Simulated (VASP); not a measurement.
# InP (F-43m) in VASP: further runs, part 2 of 2

VASP 6.6.1. The steps go on from the part before.

### 6 Single point, HSE06

POSCAR reads:

```
InP
1.0
    0.0000000000      2.9305000000      2.9305000000
    2.9305000000      0.0000000000      2.9305000000
    2.9305000000      2.9305000000      0.0000000000
In P
1 1
Direct
    0.0000000000      0.0000000000      0.0000000000
    0.7500000000      0.7500000000      0.7500000000
```

INCAR.step1 reads:

```
SYSTEM = InP
ALGO = Normal ; EDIFF = 1E-5
ENCUT = 250 ; GGA = PE
ISIF = 2 ; ISMEAR = 0
LASPH = .TRUE. ; LCHARG = .FALSE.
LREAL = .FALSE. ; LWAVE = .TRUE.
NBANDS = 17 ; NELM = 100
NKRED = 1 ; PREC = Accurate
SIGMA = 0.01
```

INCAR.step2 reads:

```
SYSTEM = InP
ALGO = Normal ; EDIFF = 1E-6
ENCUT = 250 ; GGA = PE
HFSCREEN = 0.2 ; ISIF = 2
ISMEAR = 0 ; ISTART = 1
LASPH = .TRUE. ; LCHARG = .FALSE.
LHFCALC = .TRUE. ; LREAL = .FALSE.
LWAVE = .FALSE. ; NBANDS = 17
NELM = 100 ; NKRED = 1
PREC = Accurate ; PRECFOCK = Fast
SIGMA = 0.01
```

KPOINTS reads:

```
k-points
0
G
  5 5 5
  0 0 0
```

Potentials or basis: VASP PAW PBE potentials, release 64 (In_d, P).

Launch:

```
$ cat potpaw_PBE.64/In_d/POTCAR potpaw_PBE.64/P/POTCAR > POTCAR
$ cp INCAR.step1 INCAR
$ mpirun -np 1 vasp_std > vasp.out
$ cp INCAR.step2 INCAR
$ mpirun -np 1 vasp_std > vasp.out
```

OUTCAR:

```text
SYSTEM = InP
   EDIFF = 1E-6
   ENCUT = 250
   GGA = PE
   HFSCREEN = 0.2
   ISIF = 2
   ISMEAR = 0
   ISTART = 1
   LASPH = .TRUE.
   LHFCALC = .TRUE.
   LREAL = .FALSE.
   NELM = 100
   NKRED = 1
   PREC = Accurate
   PRECFOCK = Fast

 Found     10 irreducible k-points:

 Following reciprocal coordinates:
            Coordinates               Weight
  0.000000  0.000000  0.000000      1.000000
  0.200000  0.000000  0.000000      8.000000
  0.400000  0.000000  0.000000      8.000000
  0.200000  0.200000  0.000000      6.000000
  0.400000  0.200000  0.000000     24.000000
 -0.400000  0.200000  0.000000     24.000000
   k-points           NKPTS =     10   k-points in BZ     NKDIM =    125   number of bands    NBANDS=     17
   number of dos      NEDOS =    301   number of ions     NIONS =      2
   total plane-waves  NPLWV =  13824
   dimension x,y,z NGX =    24 NGY =   24 NGZ =   24
   dimension x,y,z NGXF=    48 NGYF=   48 NGZF=   48
   ions per type =               1   1
   NGX,Y,Z   is equivalent  to a cutoff of   9.63,  9.63,  9.63 a.u.
   NGXF,Y,Z  is equivalent  to a cutoff of  19.25, 19.25, 19.25 a.u.
 SYSTEM =  InP
   PREC   = accura    normal or accurate (medium, high low for compatibility)
   ISTART =      1    job   : 0-new  1-cont  2-samecut
   ICHARG =      0    charge: 1-file 2-atom 10-const
   ISPIN  =      1    spin polarized calculation?
   LNONCOLLINEAR =      F non collinear calculations
   LSORBIT =      F    spin-orbit coupling
   LASPH  =      T    aspherical Exc in radial PAW
   ENCUT  =  250.0 eV  18.37 Ry    4.29 a.u.   5.34  5.34  5.34*2*pi/ulx,y,z
   NELM   =    100;   NELMIN=  2; NELMDL=  0     # of ELM steps
   EDIFF  = 0.1E-05   stopping-criterion for ELM
   LREAL  =      F    real-space projection
   EDIFFG = 0.1E-04   stopping-criterion for IOM
   NSW    =      0    number of steps for IOM
   IBRION =     -1    ionic relax: 0-MD 1-quasi-New 2-CG
   NFREE  =      0    steps in history (QN), initial steepest desc. (CG)
   ISIF   =      2    stress and relaxation
   ISYM   =      3    0-nonsym 1-usesym 2-fastsym
   POTIM  = 0.5000    time-step for ionic-motion
   TEBEG  =    0.0;   TEEND  =   0.0 temperature during run
   PSTRESS=    0.0 pullay stress
[... 17 lines left out ...]
   ENCUT4O =  -1.0   cutoff for four orbital integrals eV
   NKREDX  =     1    reduce k-point grid by
   NKREDY  =     1    reduce k-point grid by
   NKREDZ  =     1    reduce k-point grid by
   AEXX    =    0.2500 exact exchange contribution
   HFSCREEN=    0.2000 screening length (either q_TF or 0.3 A-1)
   HFSCREENC=   0.2000 screening length for correlation (either q_TF or 0.3 A-1)
   ENCUTFOCK=  -1.0 apply spherical cutoff to Coloumb kernel
   IVDW    =     0    specifies the selected vdW correction
   LEPSILON=     F    determine dielectric tensor
   LRPA    =     F    only Hartree local field effects (RPA)
 non-spin polarized calculation
 Gauss-broadening in eV      SIGMA  =   0.01
  energy-cutoff  :      250.00
  volume of cell :       50.33
 maximum number of plane-waves:       464
 NGX is ok and might be reduce to    24
  NGX = 14; NGY = 14; NGZ = 14

 number of electron      18.0000024 magnetization

 Free energy of the ion-electron system (eV)
  ---------------------------------------------------
  ext. energy  EPLUGINS =         0.00000000
  ---------------------------------------------------
  free energy    TOTEN  =        -9.98602838 eV

  energy without entropy =       -9.98602838  energy(sigma->0) =       -9.98602838

 E-fermi :   4.9046     XC(G=0):  -7.7149

 val. band max:        4.7655430714   @ k =   0.0000   0.0000   0.0000
 cond. band min:       6.2859723601   @ k =   0.0000   0.0000   0.0000
 fundamental gap:      1.5204292887
 Fermi energy:         4.9045694918

 k-point     1 :       0.0000    0.0000    0.0000
  band No.  band energies     occupation
      1     -11.0991      2.00000
      2     -11.0991      2.00000
      3     -11.0991      2.00000
      4     -10.9367      2.00000
      5     -10.9367      2.00000
      6      -7.9847      2.00000
[... 97 lines left out ...]
      4     -10.9382      2.00000
      5     -10.9273      2.00000
      6      -5.8412      2.00000
[... 9 lines left out ...]
     16      17.0043      0.00000
     17      18.9849      0.00000

 [... further k-points ...]

------------------------ aborting loop because EDIFF is reached ----------------------------------------

  FORCE on cell =-STRESS in cart. coord.  units (eV):
  Direction    XX          YY          ZZ          XY          YZ          ZX
  --------------------------------------------------------------------------------------
  -------------------------------------------------------------------------------------
  Total        0.3387643      0.3387643      0.3387643     -0.0000000      0.0000000     -0.0000000
  in kB       10.7833341     10.7833341     10.7833341     -0.0000000      0.0000000     -0.0000000
  external PRESSURE =      10.7833341 kB  Pullay stress =       0.0000000 kB

 VOLUME and BASIS-vectors are now :
 -----------------------------------------------------------------------------
  energy-cutoff  :      250.00
  volume of cell :       50.33
      direct lattice vectors                 reciprocal lattice vectors
     0.000000000  2.930500000  2.930500000    -0.170619348  0.170619348  0.170619348
     2.930500000  0.000000000  2.930500000     0.170619348 -0.170619348  0.170619348
     2.930500000  2.930500000  0.000000000     0.170619348  0.170619348 -0.170619348

 POSITION                                       TOTAL-FORCE (eV/Angst)
 -----------------------------------------------------------------------------------
      0.00000      0.00000      0.00000        -0.000000      0.000000     -0.000000
      4.39575      4.39575      4.39575         0.000000     -0.000000      0.000000
 -----------------------------------------------------------------------------------
    total drift:                               -0.000068     -0.000072     -0.000049

  FREE ENERGIE OF THE ION-ELECTRON SYSTEM (eV)
  ---------------------------------------------------
  free  energy   TOTEN  =        -9.9860283785 eV

  energy  without entropy=       -9.9860283785  energy(sigma->0) =       -9.98602838
```

Wall time 82 s (1 thread of Intel Xeon 6975P-C (Granite Rapids), shared host); peak memory 0.24 GiB.

The run converged, but a check on its numbers failed (symmetry, net force, bounds or a known fault of this set-up), so they aren't taken as properties of the crystal.

Caveat: the cutoff lies under the usual one of these potentials, so the numbers hold a large basis-set error; the PAW data sets were made with another functional, which shifts forces and pressure a little; spin-orbit coupling is left out, which moves the levels of the heavy elements.

### 7 The reference run

An earlier run on the cell as given: functional PBEsol; potentials or basis VASP PAW PBE potentials, release 64 (In_d, P); cutoff 520 eV; k mesh 8 × 8 × 8; occupations fermi-dirac, width 0.05 eV; no spin polarisation.

- Pressure: 0.6 GPa
- Band gap on the k mesh: 0.61 eV, direct
